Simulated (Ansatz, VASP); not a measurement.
# FePt (Tetraferroplatinum): VASP beside Ansatz

```xyz
2
Lattice="2.6867 0.0000 0.0000 0.0000 2.6867 0.0000 0.0000 0.0000 3.6697" Properties=species:S:1:pos:R:3 pbc="T T T"
Pt    1.3433    1.3433    1.8349
Fe    0.0000    0.0000    0.0000
```

Alike in both runs: task single point; functional PBEsol; k mesh 10 × 10 × 7; occupations fermi-dirac, width 0.05 eV; collinear spin.

```csv
,VASP,Ansatz
version,VASP 6.6.1,Ansatz 0.2.0
potentials or method,"VASP PAW PBE potentials, release 64 (Pt, Fe)",Ansatz PAW
plane-wave cutoff (eV),520,420
valence electrons in the cell,18,34
```

VASP gave:

| Quantity | Value |
| --- | --- |
| gap on the k mesh at the Fermi level (eV) | none |
| pressure (GPa) | 2.9 |
| largest component of the traceless stress (GPa) | 0.63 |
| net moment per atom (μB) | 1.61 |
| size of the moment on the site where the two differ most (μB) | 0.33 |

Problem. What did Ansatz give for the same quantities?

Solution. gap on the k mesh at the Fermi level (eV): none; pressure (GPa): 3.3; largest component of the traceless stress (GPa): 0.58; net moment per atom (μB): 1.61; size of the moment on the site where the two differ most (μB): 0.39.

Site moments also hang on the region over which each program counts them. A gap of «none» marks a metal or a gap that the smearing closes. With one functional, cell and mesh, what is left measures potentials, basis and numerics. The two sets of potentials don't hold the same shells in valence.

Caveats: the PAW data sets were made with another functional, which shifts forces and pressure a little (VASP); the PAW data sets come from PBE, with cores solved anew for the run's functional, which leaves a small shift of forces and pressure (Ansatz). The runs have no spin-orbit coupling, so splittings on Pt are missing.
